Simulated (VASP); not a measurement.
# TaN (P-6m2) in VASP: a series of runs, part 2 of 2

VASP 6.6.1. The steps go on from the part before.

### 4 Single point, PBEsol

This run uses another cell than the first one, of 10.63 Å³/atom, 0.973 times its volume.

INCAR

```
  PREC = Accurate
  ENCUT = 520
  EDIFF = 1E-6
  ISMEAR = -1
  SIGMA = 0.02
  LREAL = F
  LASPH = T
  NELM = 60
  ALGO = Fast
  ISIF = 2
  LWAVE = F
  LCHARG = T
  GGA = PS
  LELF = T
  LVHAR = T
  NBANDS = 15
```

KPOINTS

```
regular mesh
0
Gamma
  12 12 8
```

POSCAR

```
TaN
1.0
    2.9237099500      0.0000000000      0.0000000000
   -1.4618549750      2.5320070900      0.0000000000
    0.0000000000      0.0000000000      2.8712136431
Ta N
1 1
Direct
    0.3333333333      0.6666666667      0.5000000000
    0.0000000000      0.0000000000      0.0000000000
```

Potentials or basis: VASP PAW PBE potentials, release 64 (Ta_pv, N).

On the command line:

```bash
> cat potpaw_PBE.64/Ta_pv/POTCAR potpaw_PBE.64/N/POTCAR > POTCAR
> mpirun -np 1 vasp_std > vasp.out
```

OUTCAR:

```text
PREC = Accurate
   ENCUT = 520
   EDIFF = 1E-6
   ISMEAR = -1
   LREAL = F
   LASPH = T
   NELM = 60
   ISIF = 2
   GGA = PS

 ion  position               nearest neighbor table
   1  0.333  0.667  0.500-   2 2.22   2 2.22   2 2.22   2 2.22   2 2.22   2 2.22
   2  0.000  0.000  0.000-   1 2.22   1 2.22   1 2.22   1 2.22   1 2.22   1 2.22

  LATTYP: Found a hexagonal cell.
 ALAT       =     2.9237099500
 C/A-ratio  =     0.9820446256

  Lattice vectors:

 A1 = (   2.9237099500,   0.0000000000,   0.0000000000)
[... 610 lines left out ...]
      9      10.9564      0.00000
     10      11.1827      0.00000
     11      12.7487      0.00000
     12      13.5553      0.00000
     13      15.7392      0.00000
     14      21.3362      0.00000
     15      24.0608      0.00000

 [... further k-points ...]
[... 5 lines left out ...]
  --------------------------------------------------------------------------------------
  -------------------------------------------------------------------------------------
  Total        0.1035628      0.1035628      0.1305146      0.0000000     -0.0000000      0.0000000
  in kB        7.8063790      7.8063790      9.8379559      0.0000000     -0.0000000      0.0000000
  external PRESSURE =       8.4835713 kB  Pullay stress =       0.0000000 kB

 VOLUME and BASIS-vectors are now :
 -----------------------------------------------------------------------------
  energy-cutoff  :      520.00
  volume of cell :       21.26
      direct lattice vectors                 reciprocal lattice vectors
     2.923709950  0.000000000  0.000000000     0.342031192  0.197471801  0.000000000
    -1.461854975  2.532007090  0.000000000     0.000000000  0.394943602  0.000000000
     0.000000000  0.000000000  2.871213643     0.000000000  0.000000000  0.348284776

 POSITION                                       TOTAL-FORCE (eV/Angst)
 -----------------------------------------------------------------------------------
     -0.00000      1.68800      1.43561        -0.000000      0.000000      0.000000
      0.00000      0.00000      0.00000         0.000000      0.000000      0.000000
 -----------------------------------------------------------------------------------
    total drift:                                0.000000     -0.000000     -0.000000

  FREE ENERGIE OF THE ION-ELECTRON SYSTEM (eV)
  ---------------------------------------------------
  free  energy   TOTEN  =       -23.8056121995 eV

  energy  without entropy=      -23.8055042396  energy(sigma->0) =      -23.80555822
```

OSZICAR:

```text
N       E                     dE             d eps       ncg     rms          rms(c)
DAV:   1     0.908659349759E+02    0.90866E+02   -0.86176E+03  2858   0.113E+03
DAV:   2    -0.232455618381E+02   -0.11411E+03   -0.10729E+03  3396   0.308E+02
DAV:   3    -0.261196767351E+02   -0.28741E+01   -0.28572E+01  3333   0.454E+01
DAV:   4    -0.261323456378E+02   -0.12669E-01   -0.12665E-01  3599   0.318E+00
DAV:   5    -0.261324156922E+02   -0.70054E-04   -0.70046E-04  3438   0.227E-01    0.245E+01
RMM:   6    -0.239637944828E+02    0.21686E+01   -0.31810E+00  3208   0.115E+01    0.113E+01
RMM:   7    -0.238387801519E+02    0.12501E+00   -0.16506E-01  3422   0.374E+00    0.676E+00
RMM:   8    -0.238070618291E+02    0.31718E-01   -0.78307E-02  3486   0.216E+00    0.522E-01
RMM:   9    -0.238056981516E+02    0.13637E-02   -0.60484E-03  3765   0.730E-01    0.283E-01
RMM:  10    -0.238056166194E+02    0.81532E-04   -0.66820E-04  3827   0.226E-01    0.927E-02
RMM:  11    -0.238056106481E+02    0.59713E-05   -0.10442E-04  3876   0.869E-02    0.311E-02
RMM:  12    -0.238056126111E+02   -0.19630E-05   -0.27364E-05  3855   0.390E-02    0.207E-02
RMM:  13    -0.238056121995E+02    0.41152E-06   -0.59178E-06  3451   0.203E-02
   1 F= -.23805612E+02 E0= -.23805558E+02  d E =-.107960E-03
```

Run time: 28 s. Hardware: 1 thread of Intel Xeon Platinum 8488C (Sapphire Rapids), shared host; peak memory 0.15 GiB.

What came out:

```
Free energy            : -23.8056 eV
Pressure               : 0.8 GPa
Band gap on the k mesh : none (metal or under the smearing width)
```

Levels at points of the mesh, in eV from the Fermi level:
```tsv
k point	band 4	band 5	band 6	band 7	band 8	band 9	band 10	band 11	band 12	band 13
(0.00, 0.00, 0.00)	-17.90	-4.68	-4.68	-4.35	-2.99	2.27	3.60	3.60	4.00	4.00
(0.50, 0.00, 0.00)	-15.52	-8.45	-5.33	-3.62	-3.25	2.98	4.07	5.23	5.35	7.49
(0.00, 0.00, 0.50)	-15.13	-9.53	-3.85	-3.85	-0.17	-0.17	2.41	3.29	3.29	8.21
(0.50, 0.00, 0.50)	-15.86	-7.48	-6.32	-5.83	-0.38	4.19	5.41	6.13	7.16	10.28
```

Caveat: the PAW data sets were made with another functional, which shifts forces and pressure a little. Spin-orbit coupling is left out, which matters for the levels of Ta.

### 5 Relaxation of cell and atoms, PBEsol

INCAR

```
PREC = Accurate
ENCUT = 600
EDIFF = 1E-7
ISMEAR = -1
SIGMA = 0.02
LREAL = False
LASPH = True
NELM = 100
ALGO = Normal
ISIF = 3
LWAVE = False
LCHARG = False
GGA = PS
IBRION = 2
NSW = 80
EDIFFG = -0.005
```

KPOINTS is that of step 4.

POSCAR

```
TaN
1.0
    2.9499276979      0.0000000000      0.0000000000
   -1.4749638490      2.5547123257      0.0000000000
    0.0000000000      0.0000000000      2.8982382384
Ta N
1 1
Direct
    0.3333333333      0.6666666667      0.5000000000
    0.0000000000      0.0000000000      0.0000000000
```

Potentials or basis: VASP PAW PBE potentials, release 64 (Ta_pv, N).

On the command line:

```bash
> cat potpaw_PBE.64/Ta_pv/POTCAR potpaw_PBE.64/N/POTCAR > POTCAR
> mpirun -np 1 vasp_std > vasp.out
```

OUTCAR:

```text
PREC = Accurate
   ENCUT = 600
   EDIFF = 1E-7
   ISMEAR = -1
   LREAL = False
   LASPH = True
   NELM = 100
   ISIF = 3
   GGA = PS
   IBRION = 2
   NSW = 80
   EDIFFG = -0.005

 ion  position               nearest neighbor table
   1  0.333  0.667  0.500-   2 2.24   2 2.24   2 2.24   2 2.24   2 2.24   2 2.24
   2  0.000  0.000  0.000-   1 2.24   1 2.24   1 2.24   1 2.24   1 2.24   1 2.24

  LATTYP: Found a hexagonal cell.
 ALAT       =     2.9499276979
 C/A-ratio  =     0.9824777199

  Lattice vectors:

 A1 = (   2.9499276979,   0.0000000000,   0.0000000000)
 A2 = (  -1.4749638490,   2.5547123257,   0.0000000000)
 A3 = (   0.0000000000,   0.0000000000,   2.8982382384)

Analysis of symmetry for initial positions (statically):
=====================================================================
 Subroutine PRICEL returns:
 Original cell was already a primitive cell.

 Routine SETGRP: Setting up the symmetry group for a
 hexagonal supercell.

 Subroutine GETGRP returns: Found 12 space group operations
 (whereof 12 operations were pure point group operations)
 out of a pool of 24 trial point group operations.

The static configuration has the point symmetry D_3h.

Analysis of symmetry for dynamics (positions and initial velocities):
=====================================================================
 Subroutine PRICEL returns:
 Original cell was already a primitive cell.

 Routine SETGRP: Setting up the symmetry group for a
 hexagonal supercell.

 Subroutine GETGRP returns: Found 12 space group operations
 (whereof 12 operations were pure point group operations)
 out of a pool of 24 trial point group operations.

The dynamic configuration has the point symmetry D_3h.

 Subroutine INISYM returns: Found 12 space group operations
 (whereof 12 operations are pure point group operations),
 and found     1 'primitive' translations

----------------------------------------------------------------------------------------

                                     Primitive cell

  volume of cell :      21.8418

  direct lattice vectors                    reciprocal lattice vectors
     2.949927698  0.000000000  0.000000000     0.338991359  0.195716753  0.000000000
    -1.474963849  2.554712326  0.000000000     0.000000000  0.391433505  0.000000000
     0.000000000  0.000000000  2.898238238     0.000000000  0.000000000  0.345037198

  length of vectors
     2.949927698  2.949927698  2.898238238     0.391433505  0.391433505  0.345037198

  position of ions in fractional coordinates (direct lattice)
     0.333333333  0.666666667  0.500000000
     0.000000000  0.000000000  0.000000000

  ion indices of the primitive-cell ions
   primitive index   ion index
                 1           1
                 2           2

[... 54 lines left out ...]
   number of dos      NEDOS =    301   number of ions     NIONS =      2
   total plane-waves  NPLWV =  13824
   dimension x,y,z NGX =    24 NGY =   24 NGZ =   24
   dimension x,y,z NGXF=    48 NGYF=   48 NGZF=   48
   ions per type =               1   1
   NGX,Y,Z   is equivalent  to a cutoff of  13.53, 13.53, 13.77 a.u.
   NGXF,Y,Z  is equivalent  to a cutoff of  27.05, 27.05, 27.53 a.u.
 SYSTEM =  unknown system
   PREC   = accura    normal or accurate (medium, high low for compatibility)
   ISTART =      0    job   : 0-new  1-cont  2-samecut
   ICHARG =      2    charge: 1-file 2-atom 10-const
   ISPIN  =      1    spin polarized calculation?
   LNONCOLLINEAR =      F non collinear calculations
   LSORBIT =      F    spin-orbit coupling
   LASPH  =      T    aspherical Exc in radial PAW
   ENCUT  =  600.0 eV  44.10 Ry    6.64 a.u.   5.89  5.89  5.79*2*pi/ulx,y,z
   NELM   =    100;   NELMIN=  2; NELMDL= -5     # of ELM steps
   EDIFF  = 0.1E-06   stopping-criterion for ELM
   LREAL  =      F    real-space projection
   EDIFFG = -.5E-02   stopping-criterion for IOM
   NSW    =     80    number of steps for IOM
   IBRION =      2    ionic relax: 0-MD 1-quasi-New 2-CG
   NFREE  =      1    steps in history (QN), initial steepest desc. (CG)
   ISIF   =      3    stress and relaxation
   ISYM   =      2    0-nonsym 1-usesym 2-fastsym
   POTIM  = 0.5000    time-step for ionic-motion
   TEBEG  =    0.0;   TEEND  =   0.0 temperature during run
   PSTRESS=    0.0 pullay stress
   NELECT =      16.0000    total number of electrons
   NUPDOWN=      -1.0000    fix difference up-down
   EMIN   =  10.00;   EMAX   =-10.00  energy-range for DOS
   EFERMI =   0.00;   METHOD = LEGACY
   ISMEAR =    -1;   SIGMA  =   0.02  broadening in eV -4-tet -1-fermi 0-gaus
   EFERMI_NEDOS =   21; number of points for ismear=-14 and -15
   IALGO  =     38    algorithm
   IMIX   =      4    mixing-type and parameters
     AMIX     =   0.40;   BMIX     =  1.00
     AMIX_MAG =   1.60;   BMIX_MAG =  1.00
  volume/ion in A,a.u.               =      10.92        73.70
  Fermi-wavevector in a.u.,A,eV,Ry     =   1.475771  2.788803 29.632134  2.177900
  Thomas-Fermi vector in A             =   2.590380
   LORBIT       =      0    0 simple, 1 ext, 2 COOP (PROOUT), +10 PAW based schemes
   GGA     = PS    functional components
   LHFCALC =     F    Hartree Fock is set to
   AEXX    =    0.0000 exact exchange contribution
   IVDW    =     0    specifies the selected vdW correction
   LEPSILON=     F    determine dielectric tensor
   LRPA    =     F    only Hartree local field effects (RPA)
 conjugate gradient relaxation of ions
 non-spin polarized calculation
  energy-cutoff  :      600.00
  volume of cell :       21.84
 maximum number of plane-waves:       744
 NGX is ok and might be reduce to    24
   NGX = 11   NGY = 11   NGZ = 11

--------------------------------------- Ionic step        1  -------------------------------------------

 number of electron      16.0000001 magnetization

 Free energy of the ion-electron system (eV)
  ---------------------------------------------------
  ext. energy  EPLUGINS =         0.00000000
  ---------------------------------------------------
  free energy    TOTEN  =       -23.79375077 eV

  energy without entropy =      -23.79363706  energy(sigma->0) =      -23.79369391

------------------------ aborting loop because EDIFF is reached ----------------------------------------

  FORCE on cell =-STRESS in cart. coord.  units (eV):
  Direction    XX          YY          ZZ          XY          YZ          ZX
  --------------------------------------------------------------------------------------
  -------------------------------------------------------------------------------------
  Total       -1.1376423     -1.1376423     -1.2975423      0.0000000      0.0000000      0.0000000
  in kB      -83.4504845    -83.4504845    -95.1797664      0.0000000      0.0000000      0.0000000
  external PRESSURE =     -87.3602451 kB  Pullay stress =       0.0000000 kB
[... 275 lines left out ...]
--------------------------------------- Ionic step        9  -------------------------------------------

 number of electron      16.0000000 magnetization

 Free energy of the ion-electron system (eV)
  ---------------------------------------------------
  ext. energy  EPLUGINS =         0.00000000
  ---------------------------------------------------
  free energy    TOTEN  =       -23.80897172 eV

  energy without entropy =      -23.80886327  energy(sigma->0) =      -23.80891750

 E-fermi :   8.2774     XC(G=0): -13.5704

 val. band max:        8.2590649541   @ k =   0.0000   0.0000   0.3750
 cond. band min:       8.3566506470   @ k =   0.0833  -0.0000   0.5000
 fundamental gap:      0.0975856928
 Fermi energy:         8.2774122179

 k-point     1 :       0.0000    0.0000    0.0000
  band No.  band energies     occupation
      1     -26.5290      2.00000
      2     -26.2546      2.00000
      3     -26.2546      2.00000
      4      -9.6098      2.00000
      5       3.6084      2.00000
      6       3.6084      2.00000
      7       3.9329      2.00000
      8       5.2882      2.00000
      9      10.5301      0.00000
     10      11.8648      0.00000
     11      11.8648      0.00000
     12      12.2632      0.00000
[... 331 lines left out ...]
 k-point    24 :       0.3333   -0.0000    0.1250
  band No.  band energies     occupation
      1     -27.0652      2.00000
      2     -26.5496      2.00000
      3     -26.4253      2.00000
      4      -7.7753      2.00000
      5       0.5975      2.00000
      6       3.0221      2.00000
      7       4.4324      2.00000
      8       5.6342      2.00000
      9      10.9289      0.00000
     10      11.1550      0.00000
     11      12.7144      0.00000
     12      13.5204      0.00000

 [... further k-points ...]
[... 5 lines left out ...]
  --------------------------------------------------------------------------------------
  -------------------------------------------------------------------------------------
  Total        0.0011611      0.0011611      0.0008952     -0.0000000      0.0000000      0.0000000
  in kB        0.0873478      0.0873478      0.0673492     -0.0000000      0.0000000      0.0000000
  external PRESSURE =       0.0806816 kB  Pullay stress =       0.0000000 kB
[... 17 lines left out ...]
  FREE ENERGIE OF THE ION-ELECTRON SYSTEM (eV)
  ---------------------------------------------------
  free  energy   TOTEN  =       -23.8089717246 eV

  energy  without entropy=      -23.8088632746  energy(sigma->0) =      -23.80891750

 reached required accuracy - stopping structural energy minimisation
```

CONTCAR:

```text
TaN
   1.00000000000000
     2.9254373477879847    0.0000000000004791   -0.0000000000000000
    -1.4627186739431626    2.5335030603553981    0.0000000000000000
     0.0000000000000000    0.0000000000000000    2.8734295057323509
  Ta              N
     1     1
Direct
     0.3333333332999970    0.6666666667000030    0.5000000000000000
     0.0000000000000000    0.0000000000000000    0.0000000000000000

  0.00000000E+00  0.00000000E+00  0.00000000E+00
  0.00000000E+00  0.00000000E+00  0.00000000E+00
```

Wall time 58 s (1 thread of Intel Xeon Platinum 8488C (Sapphire Rapids), shared host); peak memory 0.17 GiB.

What came out:

- Free energy: -23.8090 eV
- Relaxed volume: 10.65 Å³/atom
- Relaxed cell: a = 2.925 Å, b = 2.925 Å, c = 2.873 Å, α = 90.00°, β = 90.00°, γ = 120.00°
- Space group after relaxing (to 0.05 Å): P-6m2 (No. 187)
- Energy gained by relaxing: 7.6 meV/atom
- Ionic steps: 9
- Pressure after relaxing: 0.0 GPa
- Band gap on the k mesh: none (metal or under the smearing width)

Step by step:
| step | energy change (eV) | largest force (eV/Å) | pressure (GPa) | volume (Å³) |
| --- | --- | --- | --- | --- |
| 1 | 0.0000 | 0.0000 | -8.74 | 21.84 |
| 2 | 0.0847 | 0.0000 | 26.15 | 20.01 |
| 3 | -0.0152 | 0.0000 | -0.23 | 21.31 |
| 4 | -0.0152 | 0.0000 | -0.04 | 21.30 |
| 5 | -0.0152 | 0.0000 | 0.15 | 21.29 |
| 6 | -0.0152 | 0.0000 | -0.35 | 21.32 |
| 7 | -0.0152 | 0.0000 | -0.08 | 21.30 |
| 8 | -0.0152 | 0.0000 | 0.09 | 21.29 |
| 9 | -0.0152 | 0.0000 | 0.01 | 21.30 |

Final structure:
```
CELL_PARAMETERS angstrom
2.92544 0.00000 0.00000
-1.46272 2.53350 0.00000
0.00000 0.00000 2.87343
ATOMIC_POSITIONS crystal
Ta 0.33333 0.66667 0.50000
N 0.00000 0.00000 0.00000
```

Caveat: the PAW data sets were made with another functional, which shifts forces and pressure a little. Spin-orbit coupling is left out, which matters for the levels of Ta.

### 6 Single point, r2SCAN

This run uses another cell than the first one, of 10.77 Å³/atom, 0.986 times its volume.

POSCAR

```
TaN
1.0
    2.9359985310      0.0000000000      0.0000000000
   -1.4679992655      2.5426493133      0.0000000000
    0.0000000000      0.0000000000      2.8847543877
Ta N
1 1
Direct
    0.3333333333      0.6666666667      0.5000000000
    0.0000000000      0.0000000000      0.0000000000
```

INCAR.step1

```
PREC     = Accurate       # precision mode
ENCUT    = 520            # plane-wave cutoff, eV
ISMEAR   = -1             # smearing method
SIGMA    = 0.02           # smearing width, eV
LREAL    = False          # projectors in reciprocal space
LASPH    = True           # aspherical terms in the spheres
NELM     = 100            # most SCF steps
NBANDS   = 15             # bands
GGA      = PE             # functional
ALGO     = Normal         # electronic algorithm
EDIFF    = 1E-4           # SCF threshold, eV
LWAVE    = True           # write WAVECAR
LCHARG   = False          # write CHGCAR
```

INCAR.step2

```
PREC     = Accurate       # precision mode
ENCUT    = 520            # plane-wave cutoff, eV
EDIFF    = 1E-7           # SCF threshold, eV
ISMEAR   = -1             # smearing method
SIGMA    = 0.02           # smearing width, eV
LREAL    = False          # projectors in reciprocal space
LASPH    = True           # aspherical terms in the spheres
NELM     = 100            # most SCF steps
ALGO     = Normal         # electronic algorithm
ISIF     = 2              # what is computed and relaxed
LWAVE    = False          # write WAVECAR
LCHARG   = False          # write CHGCAR
METAGGA  = R2SCAN         # meta-GGA
LMIXTAU  = True         
NBANDS   = 15             # bands
ISTART   = 1
```

KPOINTS is that of step 5.

Potentials or basis: VASP PAW PBE potentials, release 64 (Ta_pv, N).

On the command line:

```bash
> cat potpaw_PBE.64/Ta_pv/POTCAR potpaw_PBE.64/N/POTCAR > POTCAR
> cp INCAR.step1 INCAR
> mpirun -np 1 vasp_std > vasp.out
> cp INCAR.step2 INCAR
> mpirun -np 1 vasp_std > vasp.out
```

Run time: 57 s. Hardware: 1 thread of Intel Xeon Platinum 8488C (Sapphire Rapids), shared host; peak memory 0.17 GiB.

It converged, with:

| Item | Value |
| --- | --- |
| Free energy | -60.3955 eV |
| Pressure | 1.6 GPa |
| Band gap on the k mesh | none (metal or under the smearing width) |

Stress tensor (GPa, compression positive):
```
1.54 0.00 0.00
0.00 1.54 0.00
0.00 0.00 1.79
```

Levels at points of the mesh, in eV from the Fermi level:
```csv
k point,band 5,band 6,band 7,band 8,band 9,band 10,band 11,band 12
"(0.00, 0.00, 0.00)",-4.90,-4.90,-4.48,-3.23,2.43,3.67,3.67,4.15
"(0.50, 0.00, 0.00)",-8.70,-5.55,-3.69,-3.48,3.14,4.09,5.38,5.47
"(0.00, 0.00, 0.50)",-9.81,-4.04,-4.04,-0.17,-0.17,2.29,3.55,3.55
"(0.50, 0.00, 0.50)",-7.72,-6.54,-6.02,-0.60,4.40,5.41,6.02,7.40
```

Caveat: the PAW data sets were made with another functional, which shifts forces and pressure a little. Spin-orbit coupling is left out, which matters for the levels of Ta.

### 7 The runs side by side

```tsv
task	level	cell	cutoff (eV)	gap on the mesh (eV)	pressure (GPa)	relaxed volume (Å³/atom)
single point	PBE	P-6m2, 10.92 Å³/atom	520	none	0.7	-
relaxation of cell and atoms	PBE	relaxed	600	none	0.0	10.94
single point	PBEsol	P-6m2, 10.63 Å³/atom	520	none	0.8	-
relaxation of cell and atoms	PBEsol	relaxed	600	none	0.0	10.65
single point	r2SCAN	P-6m2, 10.77 Å³/atom	520	none	1.6	-
```

Alike in all rows: potentials or basis VASP PAW PBE potentials, release 64 (Ta_pv, N); no spin polarisation; k mesh 12 × 12 × 8; smearing fermi-dirac 0.02 eV.

Every run on the cell as given and a fine mesh finds a metal. The pressure there spans 0.7 GPa (PBE) to 1.6 GPa (r2SCAN); a positive pressure means that this level wants a larger cell, a negative one a smaller.

Caveats: the PAW data sets were made with another functional, which shifts forces and pressure a little (some runs).

Total energies depend on the potentials used, so only differences within one code and one set of settings carry meaning.
